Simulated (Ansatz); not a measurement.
The system is Lu.

```
Lu
1.0
     3.50310    0.00000    0.00000
    -1.75155    3.03377    0.00000
     0.00000    0.00000    5.55090
Lu
2
Cartesian
  1.7516 1.0113 4.1632
  0.0000 2.0225 1.3877
```

- Program: Ansatz 0.2.0
- Task: relaxation of cell and atoms
- Functional: PBEsol
- Potentials or basis: all-electron LAPW, scalar-relativistic
- Basis error allowed: 0.001 eV/atom
- k mesh: 9 × 9 × 5
- Occupations: fermi-dirac, width 0.05 eV
- Spin: no spin polarisation

At the start: volume 29.50 Å³/atom.

Problem. Where does the relaxation end?

Solution. Over 5 steps the energy falls by 21.0 meV/atom and the volume is 27.52 Å³/atom (-6.7 %); space group P6_3/mmc (No. 194, to 0.05 Å).

Step by step:
| step | energy change (eV) | largest force (eV/Å) | volume (Å³) |
| --- | --- | --- | --- |
| 1 | 0.0000 | 0.0000 | 58.99 |
| 2 | -0.0414 | 0.0000 | 54.70 |
| 3 | -0.0420 | 0.0000 | 55.04 |
| 4 | -0.0420 | 0.0000 | 55.03 |
| 5 | -0.0420 | 0.0000 | 55.03 |

Final structure:
```
Lu
1.0
     3.44375    0.00000    0.00000
    -1.72188    2.98238    0.00000
     0.00000    0.00000    5.35843
Lu
2
Direct
  0.66667 0.33333 0.75000
  0.33333 0.66667 0.25000
```
